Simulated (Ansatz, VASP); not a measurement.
# One calculation of PbSe (Clausthalite), two programs

INCAR

```
SYSTEM = PbSe
ALGO     = Normal         ! electronic algorithm
EDIFF    = 1E-6           ! SCF threshold, eV
EDIFFG   = -0.01          ! ionic threshold
ENCUT    = 630            ! plane-wave cutoff, eV
GGA      = PE             ! functional
IBRION   = 2              ! ionic algorithm
ISIF     = 3              ! what is computed and relaxed
ISMEAR   = -1             ! smearing method
LASPH    = .True.         ! aspherical terms in the spheres
LCHARG   = .False.        ! write CHGCAR
LREAL    = .False.        ! projectors in reciprocal space
LWAVE    = .False.        ! write WAVECAR
NELM     = 60             ! most SCF steps
NSW      = 60             ! ionic steps
PREC     = Accurate       ! precision mode
SIGMA    = 0.05           ! smearing width, eV
```

File KPOINTS:

```
k-points
0
Gamma
  8 8 8
  0 0 0
```

Contents of POSCAR:

```
PbSe
1.0
    0.0000000000      3.0606500000      3.0606500000
    3.0606500000      0.0000000000      3.0606500000
    3.0606500000      3.0606500000      0.0000000000
Pb Se
1 1
Direct
    0.0000000000      0.0000000000      0.0000000000
    0.5000000000      0.5000000000      0.5000000000
```

File input.yaml:

```yaml
crystal:
  lattice:
    - [0.0, 3.06065, 3.06065]
    - [3.06065, 0.0, 3.06065]
    - [3.06065, 3.06065, 0.0]
  atoms:
    - { symbol: Pb, position: [0.0, 0.0, 0.0] }
    - { symbol: Se, position: [0.5, 0.5, 0.5] }
hamiltonian:
  xc: pbe
  pseudopotentials: { kind: paw }
kpoints:
  mp_grid: { grid: [8, 8, 8] }
scf:
  occupations: { method: fermi_dirac, width: 0.05 }
output:
  forces: true
  stress: true
  write_density: true
  write_potential: true
  elf: true
  volumetric_format: npy
relax:
  f_tol: 0.01
  max_steps: 40
  cell: { stress_tol: 0.05 }
```

Alike in both runs: task relaxation of cell and atoms; functional PBE; k mesh 8 × 8 × 8; occupations fermi-dirac, width 0.05 eV; no spin polarisation.

```csv
,VASP,Ansatz
version,VASP 6.6.1,Ansatz 0.2.0
potentials or method,"VASP PAW PBE potentials, release 64 (Pb_d_GW, Se_GW)",Ansatz PAW
plane-wave cutoff (eV),630,420
valence electrons in the cell,22,30
```

|  | VASP | Ansatz | Ansatz less VASP |
| --- | --- | --- | --- |
| gap on the k mesh at the Fermi level, each at its own relaxed structure (eV) | 0.43 | 0.43 | -0.001 |
| relaxed volume (Å³/atom) | 30.04 | 30.04 | 0.000 |
| relaxed cell length with the largest relative difference (Å) | 4.396 | 4.396 | 0.0000 |
| energy change over the relaxation (meV/atom) | -10 | -10 | 0.0 |

The two sets of potentials don't hold the same shells in valence.

Caveats: spin-orbit coupling is left out, which as a rule narrows the gap of such compounds by several tenths of an eV; the plane-wave basis is chosen anew once the cell has moved, so the energies of steps on either side of that aren't comparable (Ansatz). A k mesh can miss the band edges. Zero-point motion and thermal expansion aren't in these numbers.
